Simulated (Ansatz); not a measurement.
## GaN (F-43m), a vibration from a frozen displacement

The calculation used DFT r2SCAN, scalar-relativistic, plane waves, PAW (Ansatz 0.2.0). Settings: plane waves to 500 eV, k-mesh 10×10×10 (Γ-centred), Gaussian smearing 0.05 eV. No spin polarisation. Energies are free energies at this smearing, counted from the undisturbed cell; pressure is positive in compression.

Reference structure (as given, not relaxed at this level; it stands at -1.2 GPa; this zinc-blende form isn't the usual structure):

```
Ga N
1.0
     0.00000    2.25350    2.25350
     2.25350    0.00000    2.25350
     2.25350    2.25350    0.00000
Ga N
1 1
Direct
  0.00000 0.00000 0.00000
  0.75000 0.75000 0.75000
```

Every N atom is moved by x along the Cartesian unit vector (0.707, -0.707, 0.000); the cell and all other atoms stay fixed. The cell's volume is 22.89 Å³; the moved atoms weigh 14.007 u together and the others 69.723 u. Some rows repeat others by symmetry and weren't run.

| x (Å) | ΔE (meV/cell) | total force on the moved atoms along the move (eV/Å) | pressure (GPa) |
| --- | --- | --- | --- |
| -0.1000 | 63.35 | 1.2773 | -0.1439 |
| -0.0875 | 48.41 | 1.1134 | -0.3876 |
| -0.0750 | 35.50 | 0.9512 | -0.5983 |
| -0.0500 | 15.74 | 0.6309 | -0.9213 |
| -0.0250 | 3.93 | 0.3144 | -1.1146 |
| 0.0000 | 0.00 | 0.0000 | -1.1789 |
| 0.0250 | 3.93 | -0.3144 | -1.1146 |
| 0.0500 | 15.74 | -0.6309 | -0.9213 |
| 0.0750 | 35.50 | -0.9512 | -0.5983 |
| 0.0875 | 48.41 | -1.1134 | -0.3876 |
| 0.1000 | 63.35 | -1.2773 | -0.1439 |

Problem. What frequency belongs to this motion?

Solution. The force constant is k = −dF/dx = 12.575 eV/Å², from the parabola through x = -0.0250, 0 and 0.0250. In every cell the moved atoms swing against the rest, so the mass is μ = m₁m₂/(m₁ + m₂) = 11.664 u, and ν̃ = 521.5 cm⁻¹ × √(|k|/μ) = 541 cm⁻¹, at this cell's pressure of -1.2 GPa. To first order in x, and within 1 %, the force on every atom lies along the move and, within each of the two groups, in proportion to the atom's mass, so this is itself a mode at the zone centre of this cell, taken without macroscopic field (the transverse frequency in a polar insulator).

Problem. How far does the harmonic law reach?

Solution. At x = -0.100 Å, kx²/2 = 62.88 meV against the computed 63.35 meV (+0.7 %): the well is still close to harmonic there.

Problem. The pressure changes with x². What does that say about the frequency under compression?

Solution. With E = k(V)x²/2, k ∝ V^(−2γ) and x scaling with the cell as V^(1/3), P − P0 = −∂E/∂V = (2γ − 2/3) ΔE/V. At x = 0.0500 Å, V(P − P0) = 22.89 × 0.25753 / 160.2 eV = 36.79 meV and ΔE = 15.74 meV, so γ = 1/3 + V(P − P0)/(2ΔE) = 1.50. This is the Grüneisen parameter of the motion under uniform scaling of the cell: shrinking the cell evenly by 1 % in volume raises the frequency by about 1.50 %.

The frequency of 541 cm⁻¹ reflects stiff, polar-covalent Ga–N bonds and a light anion: nitrogen carries most of the motion, so the reduced mass lies close to its own. The value is slightly below the measured transverse optical frequency of zinc-blende GaN. The tension in the cell acts in that direction, since stretched bonds are softer, but with so stiff a lattice it probably explains only part of the difference.

The equal energies at x and -x don't show that cubic anharmonicity is weak. In tetrahedral symmetry the cubic term is proportional to the product of the three Cartesian displacements, and it vanishes along this direction. The small excess over the parabola therefore reflects quartic and higher even terms, while a move along a bond would also expose the cubic one.

The positive Grüneisen parameter means that shorter bonds have a steeper restoring force, so exciting this mode favours expansion. The sign of the total thermal expansion doesn't follow, because transverse acoustic modes in tetrahedral semiconductors often soften under compression.
